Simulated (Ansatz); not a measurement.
Crystal: TaN.

```
CELL_PARAMETERS angstrom
0.00000 2.21132 2.21132
2.21132 0.00000 2.21132
2.21132 2.21132 0.00000
ATOMIC_POSITIONS crystal
Ta 0.50000 0.50000 0.50000
N 0.00000 0.00000 0.00000
```

The cell comes from a database or a generator and needn't be the stable form of this composition.

* Program: Ansatz 0.2.0
* Task: relaxation of cell and atoms
* Functional: r2SCAN
* Dispersion: rVV10
* Potentials or basis: Ansatz PAW
* Cutoff: 500 eV (not typed: the program's choice for these potentials)
* k mesh: 10 × 10 × 10
* Occupations: fermi-dirac, width 0.05 eV
* Spin: no spin polarisation

At the start: volume 10.81 Å³/atom.

Task: Where does the relaxation end?

Result: It ends after 5 steps and the volume is 10.55 Å³/atom (-2.4 %); space group Fm-3m (No. 225, to 0.05 Å).

The path:
```csv
step,energy change (eV),largest force (eV/Å),volume (Å³)
1,0.0000,0.0000,21.63
2,-0.0109,0.0000,20.85
3,-0.0142,0.0000,21.11
4,-0.0142,0.0000,21.10
5,-0.0139,0.0000,21.10
```

Final structure:
```
Ta N
1.0
     0.00000    2.19336    2.19336
     2.19336    0.00000    2.19336
     2.19336    2.19336    0.00000
Ta N
1 1
Direct
  0.50000 0.50000 0.50000
  0.00000 0.00000 0.00000
```

Caveat: the plane-wave basis is chosen anew once the cell has moved, so the energies of steps on either side of that aren't comparable; the PAW data sets come from PBE, with cores solved anew for the run's functional, which leaves a small shift of forces and pressure.
